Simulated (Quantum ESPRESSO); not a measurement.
The system is RbBr.

```
Rb Br
1.0
     0.00000    3.42700    3.42700
     3.42700    0.00000    3.42700
     3.42700    3.42700    0.00000
Rb Br
1 1
Direct
  0.00000 0.00000 0.00000
  0.50000 0.50000 0.50000
```

Base run:

| Property | Result |
| --- | --- |
| Program | Quantum ESPRESSO 7.5 |
| Functional | LDA |
| Potentials or basis | PseudoDojo 0.4.1 SR LDA standard |
| Cutoff | 599 eV |
| Density cutoff | 2395 eV |
| k mesh | 7 × 7 × 7 |
| Occupations | fermi-dirac, width 0.05 eV |
| Spin | no spin polarisation |

Its results: band gap on the k mesh 3.95 eV, direct; pressure -1.3 GPa.

Q: The run is repeated on the same cell with these changes: functional from LDA to PBEsol; potentials or basis from PseudoDojo 0.4.1 SR LDA standard to PseudoDojo 0.4.1 SR PBEsol standard; cutoff from 599 eV to 626 eV; density cutoff from 2395 eV to 2503 eV. What comes out?

A: Band gap on the k mesh 4.21 eV, direct; pressure -0.1 GPa.

Caveats: some levels on the path didn't converge.
